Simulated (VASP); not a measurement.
Runs of VASP 6.6.1 on CaO. All rows change the cell; the cell of one of them follows. It takes space group P6_3/mmc (No. 194, hexagonal). The conventional cell has a = 4.192 Å, b = 4.192 Å, c = 4.785 Å, α = 90.00°, β = 90.00°, γ = 120.00°. Ca (site symmetry -6m2) is surrounded by 5 O at 2.39 to 2.42 Å. O (site symmetry -6m2) is surrounded by 5 Ca at 2.39 to 2.42 Å. The cell comes from a database or a generator and needn't be the stable form of this composition.

```tsv
cell	gap on the mesh (eV)	pressure (GPa)
strain +0.050 along x and y, +0.000 along z, atoms carried along	(a)	-10.8
strain -0.050 along x and y, -0.025 along z, atoms carried along	3.55	8.6
strain +0.025 along x and y, -0.050 along z, atoms carried along	2.69	-3.1
strain +0.000 along x and y, +0.050 along z, atoms carried along	(b)	-8.5
```

Alike in all rows: task single point; level LDA; potentials or basis VASP PAW LDA potentials, release 64 (Ca_sv, O); no spin polarisation; k mesh 9 × 9 × 6; cutoff (eV) 520; smearing gaussian 0.05 eV.

Q: Estimate the missing entries.

A: (a) 2.56; (b) 2.92.

Caveats: an odd mesh through Γ misses points on the zone boundary, where band edges often lie.
